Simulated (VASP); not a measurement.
Crystal: TiO.

```
Ti O
1.0
     3.00939    0.00000    0.00000
     0.00000    3.00939    0.00000
     0.00000    0.00000    3.68042
Ti O
1 1
Cartesian
  0.0000 0.0000 0.0000
  0.0000 0.0000 1.8402
```

The cell was built by a generator and needn't be a form met in nature.

- Program: VASP 6.6.1
- Task: relaxation of cell and atoms
- Functional: RPBE
- Potentials or basis: VASP PAW PBE potentials, release 64 (Ti_sv, O)
- Cutoff: 600 eV
- k mesh: 9 × 9 × 7
- Occupations: fermi-dirac, width 0.05 eV
- Spin: no spin polarisation

At the start: pressure 3.0 GPa; volume 16.67 Å³/atom.

Question: How do energy, volume and symmetry change on relaxing?

Answer: Over 9 steps the energy falls by 5.2 meV/atom and the volume is 17.42 Å³/atom (+4.5 %); space group P4/mmm (No. 123, to 0.05 Å).

The path:
```
step  energy change (eV)  largest force (eV/Å)  pressure (GPa)  volume (Å³)
   1              0.0000                0.0000            3.01        33.33
   2              0.0276                0.0000           -4.64        34.86
   3             -0.0049                0.0000            0.67        33.75
   4             -0.0093                0.0000            0.25        34.33
   5             -0.0104                0.0000           -0.04        34.83
   6             -0.0104                0.0000           -0.13        34.89
   7             -0.0104                0.0000           -0.11        34.87
   8             -0.0103                0.0000            0.29        34.79
   9             -0.0104                0.0000           -0.01        34.85
```

Final structure:
```yaml
crystal:
  lattice:
    - [3.06749, 0.00000, 0.00000]
    - [0.00000, 3.06749, 0.00000]
    - [0.00000, 0.00000, 3.70349]
  atoms:
    - { symbol: Ti, position: [0.00000, 0.00000, 0.00000] }
    - { symbol: O, position: [0.00000, 0.00000, 0.50000] }
```

Caveat: the PAW data sets were made with another functional, which shifts forces and pressure a little.
